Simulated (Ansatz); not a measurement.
# Si: the cost of one run

Program: Ansatz 0.2.0. Level of theory: DFT PBE, scalar-relativistic, plane waves, PAW. These are calculated values, not measurements.

2 further runs of the same task are left out: 2 set aside as unsound or not needed.

### Step 1. The structure to begin with

The cell holds 24 atoms (Si24): a = 7.719 Å, b = 7.787 Å, c = 7.532 Å, α = 86.04°, β = 89.99°, γ = 90.66°.

It is the last frame of an earlier stage of the same melt, run at 300 K.

Its coordinates follow in the input file.

### Step 2. Relaxation without symmetry, coarse mesh

Cell and atoms move without symmetry, on a coarse mesh with loose thresholds.

The input, input.yaml:

```yaml
crystal:
  lattice:
    - [7.71905, -0.04436, 0.001374]
    - [-0.04436, 7.782271, 0.26479]
    - [0.001374, 0.26479, 7.527629]
  atoms:
    - { symbol: Si, position: [0.9239364246, 0.7725445057, 0.1179077808] }
    - { symbol: Si, position: [0.1422866717, 0.3225638318, 0.8235139344] }
    - { symbol: Si, position: [0.1611575609, 0.8231443702, 0.8059707839] }
    - { symbol: Si, position: [0.4327144505, 0.9041369521, 0.3079836155] }
    - { symbol: Si, position: [0.8216533591, 0.6248121306, 0.6333652479] }
    - { symbol: Si, position: [0.2675487055, 0.4221458421, 0.141579484] }
    - { symbol: Si, position: [0.4474723039, 0.1559178476, 0.5905264602] }
    - { symbol: Si, position: [0.7915456844, 0.1247063058, 0.0442078617] }
    - { symbol: Si, position: [0.097179665, 0.6032744217, 0.3126688359] }
    - { symbol: Si, position: [0.5226242983, 0.5624269768, 0.6023422816] }
    - { symbol: Si, position: [0.5200996261, 0.6173990971, 0.1263575103] }
    - { symbol: Si, position: [0.6129287425, 0.3667175534, 0.3562709609] }
    - { symbol: Si, position: [0.2828543837, 0.7312401387, 0.5100517903] }
    - { symbol: Si, position: [0.6906225351, 0.3960750734, 0.0311472579] }
    - { symbol: Si, position: [0.0763405848, 0.0397583245, 0.0123567669] }
    - { symbol: Si, position: [0.1117263318, 0.1692357258, 0.5351248205] }
    - { symbol: Si, position: [0.947661177, 0.534472182, 0.9094844171] }
    - { symbol: Si, position: [0.8989388548, 0.3987045463, 0.4605714411] }
    - { symbol: Si, position: [0.668736261, 0.0048366411, 0.782657507] }
    - { symbol: Si, position: [0.7373877624, 0.9458295033, 0.3083651156] }
    - { symbol: Si, position: [0.4243762457, 0.8791721201, 0.9648865409] }
    - { symbol: Si, position: [0.2434227496, 0.1330771703, 0.2545587951] }
    - { symbol: Si, position: [0.8997033092, 0.9243230263, 0.5912340498] }
    - { symbol: Si, position: [0.4304421104, 0.3420471652, 0.8410118326] }
  symmetry: { detect: false }
basis:
  ecutwfc: 420
kpoints:
  mp_grid: { grid: [2, 2, 2], shift: [0.5, 0.5, 0.5] }
hamiltonian:
  xc: pbe
scf:
  occupations: { method: gaussian, width: 0.1 }
  lower_state_search: "off"
output:
  forces: true
  stress: true
  eigenvalues: true
relax:
  adjacent_minimum: "off"
  f_tol: 0.04
  max_steps: 70
  cell: { stress_tol: 0.3 }
```

The run is started by

```sh
$ ansatz run input.yaml --threads 2 --pin off --max-ram 5120MiB --backend cpu --events-out ev --progress --plain --runs-dir out
```

Q: Estimate wall time and peak memory on 2 threads of Intel Xeon 6975P-C (Granite Rapids), shared host.

About 2.2 min, with a peak of 0.74 GiB.
